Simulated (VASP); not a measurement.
# Mo (P-1) in VASP: reference runs

Reference runs on Mo: the cell as given.

Everything below comes from runs of VASP 6.6.1. Logs are shortened: lines on timing, memory, paths and dates and some standing lists are left out, and cuts for length are marked.

## (1) The undisturbed crystal

The typed cell holds 2 atoms: a = 2.850 Å, b = 2.850 Å, c = 4.030 Å, α = 90.00°, β = 90.00°, γ = 90.00°.

This isn't the form of Mo at room conditions, which is bcc.

## (2) Single point, PBE (a zone-boundary wave of random shape, sigma 0.15 Å)

File INCAR:

```
SYSTEM = Mo
PREC = Accurate
ENCUT = 520
EDIFF = 1E-7
ISMEAR = -1
SIGMA = 0.05
LREAL = .FALSE.
LASPH = .TRUE.
NELM = 60
ALGO = Normal
ISIF = 2
LWAVE = .FALSE.
LCHARG = .TRUE.
GGA = PE
LELF = .TRUE.
LVHAR = .TRUE.
NBANDS = 21
```

File KPOINTS:

```
Automatic mesh
0
G
  9 9 7
  0 0 0
```

File POSCAR:

```
Mo
1.0
    0.0000000000     -2.0150000000     -2.0150000000
    0.0000000000      2.0150000000     -2.0150000000
    4.0300000000      0.0000000000      0.0000000000
Mo
2
Direct
    0.5973156900      0.4864330600      0.4883156200
    0.9026843100      0.0135669400      0.0116843800
```

Potentials or basis: VASP PAW PBE potentials, release 64 (Mo_sv).

Run with:

```
$ cat potpaw_PBE.64/Mo_sv/POTCAR > POTCAR
$ mpirun -np 1 vasp_std > vasp.out
```

OUTCAR:

```text
SYSTEM = Mo
   PREC = Accurate
   ENCUT = 520
   EDIFF = 1E-7
   ISMEAR = -1
   LREAL = .FALSE.
   LASPH = .TRUE.
   NELM = 60
   ISIF = 2
   GGA = PE

 ion  position               nearest neighbor table
   1  0.597  0.486  0.488-   2 2.50   2 2.59   2 2.65   2 2.73   2 3.07   2 3.14   2 3.19   2 3.26

   2  0.903  0.014  0.012-   1 2.50   1 2.59   1 2.65   1 2.73   1 3.07   1 3.14   1 3.19   1 3.26

  LATTYP: Found a simple tetragonal cell.
 ALAT       =     2.8496403282
 C/A-ratio  =     1.4142135624

  Lattice vectors:

 A1 = (   0.0000000000,  -2.0150000000,  -2.0150000000)
 A2 = (   0.0000000000,   2.0150000000,  -2.0150000000)
 A3 = (   4.0300000000,   0.0000000000,   0.0000000000)

Analysis of symmetry for initial positions (statically):
=====================================================================
 Subroutine PRICEL returns:
 Original cell was already a primitive cell.

 Routine SETGRP: Setting up the symmetry group for a
 simple tetragonal supercell.

 Subroutine GETGRP returns: Found  2 space group operations
 (whereof  1 operations were pure point group operations)
 out of a pool of 16 trial point group operations.

The static configuration has the point symmetry C_1 .
 The point group associated with its full space group is S_2 .

Analysis of symmetry for dynamics (positions and initial velocities):
=====================================================================
 Subroutine PRICEL returns:
 Original cell was already a primitive cell.

 Routine SETGRP: Setting up the symmetry group for a
 simple tetragonal supercell.

 Subroutine GETGRP returns: Found  2 space group operations
 (whereof  1 operations were pure point group operations)
 out of a pool of 16 trial point group operations.

The dynamic configuration has the point symmetry C_1 .
 The point group associated with its full space group is S_2 .

 Subroutine INISYM returns: Found  2 space group operations
 (whereof  1 operations are pure point group operations),
 and found     1 'primitive' translations

----------------------------------------------------------------------------------------

                                     Primitive cell

  volume of cell :      32.7254

  direct lattice vectors                    reciprocal lattice vectors
     0.000000000 -2.015000000 -2.015000000     0.000000000 -0.248138958 -0.248138958
     0.000000000  2.015000000 -2.015000000     0.000000000  0.248138958 -0.248138958
     4.030000000  0.000000000  0.000000000     0.248138958  0.000000000  0.000000000

  length of vectors
     2.849640328  2.849640328  4.030000000     0.350921479  0.350921479  0.248138958

  position of ions in fractional coordinates (direct lattice)
     0.597315690  0.486433060  0.488315620
     0.902684310  0.013566940  0.011684380

  ion indices of the primitive-cell ions
   primitive index   ion index
                 1           1
                 2           2

----------------------------------------------------------------------------------------

 KPOINTS: Automatic mesh

Automatic generation of k-mesh.
 Grid dimensions read from file:
 generate k-points for:    9    9    7

 Generating k-lattice:

  Cartesian coordinates                     Fractional coordinates (reciprocal lattice)
     0.000000000 -0.027570995 -0.027570995     0.111111111  0.000000000  0.000000000
     0.000000000  0.027570995 -0.027570995     0.000000000  0.111111111  0.000000000
     0.035448423  0.000000000  0.000000000     0.000000000  0.000000000  0.142857143

  Length of vectors
     0.038991275  0.038991275  0.035448423

  Shift w.r.t. Gamma in fractional coordinates (k-lattice)
     0.000000000  0.000000000  0.000000000

 Subroutine IBZKPT returns following result:
 ===========================================

 Found    284 irreducible k-points:

 Following reciprocal coordinates:
            Coordinates               Weight
  0.000000  0.000000  0.000000      1.000000
  0.111111  0.000000  0.000000      2.000000
  0.000000  0.111111  0.000000      2.000000
  0.222222  0.000000  0.000000      2.000000
  0.000000  0.222222  0.000000      2.000000
  0.333333  0.000000  0.000000      2.000000
[... 16 lines left out ...]
  0.111111  0.444444  0.000000      2.000000
  0.222222  0.222222  0.000000      2.000000
 [... further k-points ...]
   k-points           NKPTS =    284   k-points in BZ     NKDIM =    284   number of bands    NBANDS=     21
   number of dos      NEDOS =    301   number of ions     NIONS =      2
   total plane-waves  NPLWV =  17280
   dimension x,y,z NGX =    24 NGY =   24 NGZ =   30
   dimension x,y,z NGXF=    48 NGYF=   48 NGZF=   60
   ions per type =               2
   NGX,Y,Z   is equivalent  to a cutoff of  14.00, 14.00, 12.38 a.u.
   NGXF,Y,Z  is equivalent  to a cutoff of  28.00, 28.00, 24.75 a.u.
 SYSTEM =  Mo
   PREC   = accura    normal or accurate (medium, high low for compatibility)
   ISTART =      0    job   : 0-new  1-cont  2-samecut
   ICHARG =      2    charge: 1-file 2-atom 10-const
   ISPIN  =      1    spin polarized calculation?
   LNONCOLLINEAR =      F non collinear calculations
   LSORBIT =      F    spin-orbit coupling
   LASPH  =      T    aspherical Exc in radial PAW
   ENCUT  =  520.0 eV  38.22 Ry    6.18 a.u.   5.30  5.30  7.49*2*pi/ulx,y,z
   NELM   =     60;   NELMIN=  2; NELMDL= -5     # of ELM steps
   EDIFF  = 0.1E-06   stopping-criterion for ELM
   LREAL  =      F    real-space projection
   EDIFFG = 0.1E-05   stopping-criterion for IOM
   NSW    =      0    number of steps for IOM
   IBRION =     -1    ionic relax: 0-MD 1-quasi-New 2-CG
   NFREE  =      0    steps in history (QN), initial steepest desc. (CG)
   ISIF   =      2    stress and relaxation
   ISYM   =      2    0-nonsym 1-usesym 2-fastsym
   POTIM  = 0.5000    time-step for ionic-motion
   TEBEG  =    0.0;   TEEND  =   0.0 temperature during run
   PSTRESS=    0.0 pullay stress
   NELECT =      28.0000    total number of electrons
   NUPDOWN=      -1.0000    fix difference up-down
   EMIN   =  10.00;   EMAX   =-10.00  energy-range for DOS
   EFERMI =   0.00;   METHOD = LEGACY
   ISMEAR =    -1;   SIGMA  =   0.05  broadening in eV -4-tet -1-fermi 0-gaus
   EFERMI_NEDOS =   21; number of points for ismear=-14 and -15
   IALGO  =     38    algorithm
   IMIX   =      4    mixing-type and parameters
     AMIX     =   0.40;   BMIX     =  1.00
     AMIX_MAG =   1.60;   BMIX_MAG =  1.00
  volume/ion in A,a.u.               =      16.36       110.42
  Fermi-wavevector in a.u.,A,eV,Ry     =   1.554172  2.936960 32.864208  2.415451
  Thomas-Fermi vector in A             =   2.658297
   LORBIT       =      0    0 simple, 1 ext, 2 COOP (PROOUT), +10 PAW based schemes
   GGA     = PE    functional components
   LHFCALC =     F    Hartree Fock is set to
   AEXX    =    0.0000 exact exchange contribution
   IVDW    =     0    specifies the selected vdW correction
   LEPSILON=     F    determine dielectric tensor
   LRPA    =     F    only Hartree local field effects (RPA)
 non-spin polarized calculation
  energy-cutoff  :      520.00
  volume of cell :       32.73
 maximum number of plane-waves:       903
 NGX is ok and might be reduce to    24
   NGX = 11   NGY = 11   NGZ = 15

 number of electron      27.9999997 magnetization

 Free energy of the ion-electron system (eV)
  ---------------------------------------------------
  ext. energy  EPLUGINS =         0.00000000
  ---------------------------------------------------
  free energy    TOTEN  =       -20.70592264 eV

  energy without entropy =      -20.68996323  energy(sigma->0) =      -20.69794294

 E-fermi :  11.6456     XC(G=0): -13.0554

 val. band max:       11.6449810630   @ k =   0.3333   0.1111   0.0000
 cond. band min:      11.6456449166   @ k =   0.0000  -0.1111   0.2857
 fundamental gap:      0.0006638535
 Fermi energy:        11.6455868774

 k-point     1 :       0.0000    0.0000    0.0000
  band No.  band energies     occupation
      1     -49.2817      2.00000
      2     -48.8631      2.00000
      3     -24.0063      2.00000
      4     -23.1635      2.00000
      5     -22.9564      2.00000
      6     -22.7949      2.00000
[... 13 lines left out ...]
     20      16.7394      0.00000
     21      23.9764      0.00000

 k-point     2 :       0.1111    0.0000    0.0000
  band No.  band energies     occupation
      1     -49.2696      2.00000
      2     -48.8591      2.00000
      3     -23.9837      2.00000
      4     -23.1521      2.00000
      5     -23.0366      2.00000
      6     -22.8701      2.00000
[... 13 lines left out ...]
     20      17.1616      0.00000
     21      24.0230      0.00000

 k-point     3 :       0.0000    0.1111    0.0000
  band No.  band energies     occupation
      1     -49.2617      2.00000
      2     -48.8671      2.00000
      3     -23.9567      2.00000
      4     -23.2372      2.00000
      5     -22.9588      2.00000
      6     -22.7843      2.00000
[... 13 lines left out ...]
     20      18.4881      0.00000
     21      22.8480      0.00000

 k-point     4 :       0.2222    0.0000    0.0000
  band No.  band energies     occupation
      1     -49.2384      2.00000
      2     -48.8494      2.00000
      3     -23.9259      2.00000
      4     -23.2416      2.00000
      5     -23.1208      2.00000
      6     -23.0530      2.00000
[... 13 lines left out ...]
     20      19.5241      0.00000
     21      22.2396      0.00000

 k-point     5 :       0.0000    0.2222    0.0000
  band No.  band energies     occupation
      1     -49.2068      2.00000
      2     -48.8814      2.00000
      3     -23.8195      2.00000
      4     -23.4045      2.00000
      5     -23.0146      2.00000
      6     -22.7763      2.00000
[... 13 lines left out ...]
     20      20.7817      0.00000
     21      20.8877      0.00000
[... 382 lines left out ...]
     20      18.2624      0.00000
     21      23.7764      0.00000

 k-point    22 :      -0.4444    0.1111    0.0000
  band No.  band energies     occupation
      1     -49.1595      2.00000
      2     -48.8351      2.00000
      3     -23.7872      2.00000
      4     -23.6100      2.00000
      5     -23.4022      2.00000
      6     -23.0833      2.00000
[... 13 lines left out ...]
     20      18.8603      0.00000
     21      22.0500      0.00000

 k-point    23 :       0.1111    0.4444    0.0000
  band No.  band energies     occupation
      1     -49.0480      2.00000
      2     -48.9477      2.00000
      3     -23.6512      2.00000
      4     -23.5844      2.00000
      5     -23.2217      2.00000
      6     -22.9156      2.00000
[... 13 lines left out ...]
     20      18.2322      0.00000
     21      23.8343      0.00000

 k-point    24 :       0.2222    0.2222    0.0000
  band No.  band energies     occupation
      1     -49.1673      2.00000
      2     -48.8642      2.00000
      3     -23.7559      2.00000
      4     -23.4380      2.00000
      5     -23.1707      2.00000
      6     -23.0620      2.00000
[... 13 lines left out ...]
     20      21.8592      0.00000
     21      22.8477      0.00000

 [... further k-points ...]
[... 5 lines left out ...]
  --------------------------------------------------------------------------------------
  -------------------------------------------------------------------------------------
  Total        2.0765777      0.6677967      1.1467449     -0.1529613     -2.7950578     -0.0560851
  in kB      101.6655069     32.6941242     56.1425661     -7.4887085   -136.8409957     -2.7458263
  external PRESSURE =      63.5007324 kB  Pullay stress =       0.0000000 kB

 VOLUME and BASIS-vectors are now :
 -----------------------------------------------------------------------------
  energy-cutoff  :      520.00
  volume of cell :       32.73
      direct lattice vectors                 reciprocal lattice vectors
     0.000000000 -2.015000000 -2.015000000     0.000000000 -0.248138958 -0.248138958
     0.000000000  2.015000000 -2.015000000     0.000000000  0.248138958 -0.248138958
     4.030000000  0.000000000  0.000000000     0.248138958  0.000000000  0.000000000

 POSITION                                       TOTAL-FORCE (eV/Angst)
 -----------------------------------------------------------------------------------
      1.96791     -0.22343     -2.18375         0.564338      0.789593      0.571877
      0.04709     -1.79157     -1.84625        -0.564338     -0.789593     -0.571877
 -----------------------------------------------------------------------------------
    total drift:                               -0.000000     -0.000000      0.000000

  FREE ENERGIE OF THE ION-ELECTRON SYSTEM (eV)
  ---------------------------------------------------
  free  energy   TOTEN  =       -20.7059226398 eV

  energy  without entropy=      -20.6899632339  energy(sigma->0) =      -20.69794294
```

Wall time 3 min (1 thread of AMD EPYC 7R13 (Zen 3), shared host); peak memory 0.23 GiB.

What came out:

- Free energy: -20.7059 eV
- Pressure: 6.4 GPa
- Largest force: 1.126 eV/Å
- Band gap on the k mesh: none (metal or under the smearing width)

Forces on the atoms (eV/Å):
```
Mo   0.564  0.790  0.572
Mo  -0.564 -0.790 -0.572
```

Caveat: forces of over 1 eV/Å show positions far from the minimum, so gaps and moduli don't describe the material at rest.
